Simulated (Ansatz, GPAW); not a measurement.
Given: the input of a run of Ansatz 0.2.0 on LiCl. 

Contents of input.yaml:

```yaml
crystal:
  lattice:
    - [0.0, 2.56477, 2.56477]
    - [2.56477, 0.0, 2.56477]
    - [2.56477, 2.56477, 0.0]
  atoms:
    - { symbol: Cl, position: [0.5, 0.5, 0.5] }
    - { symbol: Li, position: [0.0, 0.0, 0.0] }
kpoints:
  mp_grid: { grid: [9, 9, 9] }
scf:
  occupations: { method: gaussian, width: 0.015 }
hamiltonian:
  xc: pbe
  pseudopotentials: { kind: all_electron, lapw: { basis_error: 0.001 } }
output:
  forces: true
  stress: true
  eigenvalues: true
```

Potentials or basis: all-electron LAPW, scalar-relativistic.

Command:

```console
$ ansatz run input.yaml --threads 1 --pin off --max-ram 3072MiB --backend cpu --events-out ev --progress --plain --runs-dir out
```

Problem. Set up the same calculation for GPAW 26.7.0 (ASE script). Potentials or basis there: GPAW PAW data sets (gpaw-data 1.2.1), cutoff 800 eV.

Solution. As run (cutoffs and basis follow the program's own potentials, and thresholds, step limits or extra output files can differ):

The input run.py:

```python
from ase.dft.bandgap import bandgap
from ase.io import read, write
from ase.units import GPa
from gpaw import GPAW, PW

atoms = read('LiCl.xyz')

calc = GPAW(mode=PW(800),
            xc='PBE',
            kpts={'size': (9, 9, 9), 'gamma': True},
            occupations={'name': 'methfessel-paxton', 'order': 0, 'width': 0.015},
            nbands=11,
            convergence={'density': 1e-05, 'energy': 1e-05},
            maxiter=150,
            txt='gpaw.txt')
atoms.calc = calc
energy = atoms.get_potential_energy()
forces = atoms.get_forces()
stress = atoms.get_stress()
calc.write('gs.gpw')
write('result.traj', atoms)
print(f'Energy: {energy:.6f} eV')
print('Forces (eV/A):')
print(forces.round(4))
print('Stress (GPa):', (stress / GPa).round(3))
print('Fermi level:', round(calc.get_fermi_level(), 4), 'eV')
print(f'Gap: {bandgap(calc)[0]:.4f} eV, direct: {bandgap(calc, direct=True)[0]:.4f} eV')
```

LiCl.xyz

```xyz
2
Lattice="0.0000000000 2.5647700000 2.5647700000 2.5647700000 0.0000000000 2.5647700000 2.5647700000 2.5647700000 0.0000000000" Properties=species:S:1:pos:R:3 pbc="T T T"
Cl     2.5647700000      2.5647700000      2.5647700000
Li     0.0000000000      0.0000000000      0.0000000000
```

Potentials or basis: GPAW PAW data sets (gpaw-data 1.2.1), pw.

Run with:

```sh
$ OMP_NUM_THREADS=1 python run.py
```

Both were run:

|  | Ansatz | GPAW |
| --- | --- | --- |
| Pressure | 0.4 GPa | 0.5 GPa |

Where Ansatz's input types no cutoff or centring, it takes its own default and a Γ-centred mesh.

Pressure is positive in compression.
